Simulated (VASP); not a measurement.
Write the native input for VASP 6.6.1 that does the following.

```yaml
Task: single point
Functional: PBE
Potentials_or_basis: VASP PAW PBE potentials, release 64 (Eu)
Cutoff: 520 eV
k_mesh: 8 × 8 × 8
Occupations: gaussian, width 0.05 eV
Spin: collinear spin, ferromagnetic start
Starting_moments: "[7.0] μB"
Further_INCAR_settings: ALGO = Normal; EDIFF = 1e-06
```

The structure of Eu lies in POSCAR:

```
Eu
1.0
   -2.3030000000      2.3030000000      2.3030000000
    2.3030000000     -2.3030000000      2.3030000000
    2.3030000000      2.3030000000     -2.3030000000
Eu
1
Cartesian
    0.0000000000      0.0000000000      0.0000000000
```

The input as run:

INCAR

```
  ALGO = Normal
  EDIFF = 1E-6
  ENCUT = 520
  GGA = PE
  ISIF = 2
  ISMEAR = 0
  ISPIN = 2
  LASPH = True
  LCHARG = False
  LMAXMIX = 6
  LORBIT = 11
  LREAL = False
  LWAVE = False
  MAGMOM = 7
  NELM = 120
  PREC = Accurate
  SIGMA = 0.05
```

KPOINTS

```
k-points
0
Gamma
  8 8 8
```

Potentials or basis: VASP PAW PBE potentials, release 64 (Eu).

Run with:

```console
$ cat potpaw_PBE.64/Eu/POTCAR > POTCAR
$ mpirun -np 1 vasp_std > vasp.out
```

Results of the run:

| Property | Result |
| --- | --- |
| Pressure | -1.8 GPa |
| Band gap on the k mesh | none (metal or under the smearing width) |
| Net moment | 7.37 μB per cell |
| Site moments | Eu +6.71 μB |
| Valence electrons inside the program's atomic spheres | Eu 14.72 |

Caveat: spin-orbit coupling is left out, which moves the levels of the heavy elements.

Run time: 40 s on 1 thread of Intel(R) Xeon(R) 6975P-C (Granite Rapids), with other jobs on the host, peak memory 0.21 GiB.
